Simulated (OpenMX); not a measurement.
Crystal: AlFe.

```xyz
2
Lattice="2.9100 0.0000 0.0000 0.0000 2.9100 0.0000 0.0000 0.0000 2.9100" Properties=species:S:1:pos:R:3 pbc="T T T"
Fe    1.4550    1.4550    1.4550
Al    0.0000    0.0000    0.0000
```

Program: OpenMX 3.8.5. Alike in all runs: task band structure; spin collinear, ferromagnetic start; cell as given; smearing fermi-dirac 0.05 eV.

Order these runs on this cell by their pressure, lowest first.
A. level PBE; potentials or basis OpenMX 2013 PBE set, Fe6.0H-s3p2d2, Al7.0-s2p2d1, grid cutoff 500 Ry; k mesh 7 × 7 × 7
B. level LDA; potentials or basis OpenMX 2013 LDA set, Fe6.0H-s3p2d2, Al7.0-s2p2d1, grid cutoff 500 Ry; k mesh 9 × 9 × 9
C. level PBE; potentials or basis OpenMX 2013 PBE set, Fe6.0H-s2p2d1, Al7.0-s2p1d1, grid cutoff 500 Ry; k mesh 7 × 7 × 7

B (-16.7 GPa), A (-5.9 GPa), C (-2.9 GPa).

Caveats: the basis of atomic orbitals isn't converged, which shifts pressures, moduli and gaps; so large a pressure means that the cell lies far from this level's equilibrium, or that cutoff or potentials fall short (some runs); the transition metal has a single d function, too few for pressures, volumes and moments (some runs).
